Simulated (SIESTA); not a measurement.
Runs of SIESTA 5.4.2 on InSe. It takes space group R3m (No. 160, trigonal). Conventional cell: a = 4.000 Å, b = 4.000 Å, c = 25.320 Å, α = 90.00°, β = 90.00°, γ = 120.00°. Around In (site symmetry 3m) lie 3 Se at 2.63 Å and 1 In at 2.82 Å. In (site symmetry 3m) has 3 Se at 2.64 Å and 1 In at 2.82 Å as nearest neighbours. Se (site symmetry 3m) has 3 In at 2.63 Å as nearest neighbours. Around Se (site symmetry 3m) lie 3 In at 2.64 Å. 

```tsv
task	level	potentials or basis	spin	cell	k mesh	gap on the mesh (eV)	pressure (GPa)	largest force (eV/Å)
band structure	PBE	PseudoDojo 0.4 standard (PBE files, fully relativistic), TZP (energy shift 0.002 Ry; radii capped at 9.5 bohr)	non-collinear, zero start, SOC	as given	6 × 6 × 6	(a)	4.1	0.61
band structure	RPBE	PseudoDojo 0.4 standard (PBE files), DZP (energy shift 0.002 Ry; radii capped at 9.5 bohr)	off	as given	8 × 8 × 8	0.51	6.1	(b)
single point	PBE	PseudoDojo 0.4 standard (PBE files), DZP (energy shift 0.002 Ry; radii capped at 9.5 bohr)	off	atoms moved at random, drawn with an rms of 0.05 Å	8 × 8 × 8	0.48	4.2	0.80
single point	PBE	PseudoDojo 0.4 standard (PBE files), DZP (energy shift 0.002 Ry; radii capped at 9.5 bohr)	off	as given	8 × 8 × 8	(c)	4.4	0.66
```

Alike in all rows: smearing fermi-dirac 0.05 eV; grid cutoff 500 Ry; energy shift 0.002 Ry.

Task: Estimate the missing entries.

Result: (a) 0.33; (b) 0.72; (c) 0.39.

Caveats: semicore shells carry a single zeta, which can move pressures by several GPa and volumes by a few percent; the basis of atomic orbitals isn't converged, which shifts pressures, moduli and gaps; spin-orbit coupling is left out, which moves the levels of the heavy elements (some runs); the potentials were made for another functional, which shifts forces and pressure (some runs).

A k mesh can miss the band edges, and rows without SOC leave out spin-orbit coupling on In, Se.
